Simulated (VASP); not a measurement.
Set up this calculation in VASP 6.6.1, as the native input.

```yaml
Task: relaxation of the atoms
Functional: PBE
Dispersion: D3(BJ)
Potentials_or_basis: VASP PAW PBE potentials, release 64 (Ga_d, Sb)
Cutoff: 600 eV
k_mesh: 10 × 10 × 10
Occupations: gaussian, width 0.03 eV
Spin: no spin polarisation
Further_INCAR_settings: ALGO = Normal; EDIFF = 1e-07; IBRION = 2; EDIFFG = -0.01; NSW = 40
```

The structure of GaSb lies in POSCAR:

```
GaSb                                    
1.0
    0.0000000000      3.0034709627      3.0034709627
    3.0034709627      0.0000000000      3.0034709627
    3.0034709627      3.0034709627      0.0000000000
  Ga              Sb            
     1     1
Direct
     0.0000000000000000    0.0000000000000000    0.0000000000000000
     0.2500000000000000    0.2500000000000000    0.2500000000000000
```

The cell isn't the ideal one: a relaxed cell with its volume scaled by 0.94.

These files were run (other wordings do the same):

INCAR

```
SYSTEM = GaSb
PREC = Accurate
ENCUT = 600
EDIFF = 1E-7
ISMEAR = 0
SIGMA = 0.03
LREAL = .FALSE.
LASPH = .TRUE.
NELM = 80
ALGO = Normal
ISIF = 2
LWAVE = .FALSE.
LCHARG = .FALSE.
GGA = PE
IVDW = 12
IBRION = 2
NSW = 40
EDIFFG = -0.01
```

KPOINTS

```
Automatic mesh
0
G
  10 10 10
  0 0 0
```

Potentials or basis: VASP PAW PBE potentials, release 64 (Ga_d, Sb).

The run is started by

```console
$ cat potpaw_PBE.64/Ga_d/POTCAR potpaw_PBE.64/Sb/POTCAR > POTCAR
$ mpirun -np 1 vasp_std > vasp.out
```

It gave:

```yaml
Pressure_after_relaxing: 3.6 GPa
Band_gap_on_the_k_mesh: 0.44 eV, direct
Dispersion_energy_per_atom: -0.353 eV
```

Caveat: the relaxation stopped at its first step, so nothing moved; spin-orbit coupling is left out, which moves the levels of the heavy elements.

Run time: 16 s on 1 thread of Intel(R) Xeon(R) 6975P-C (Granite Rapids), with other jobs on the host, peak memory 0.23 GiB.
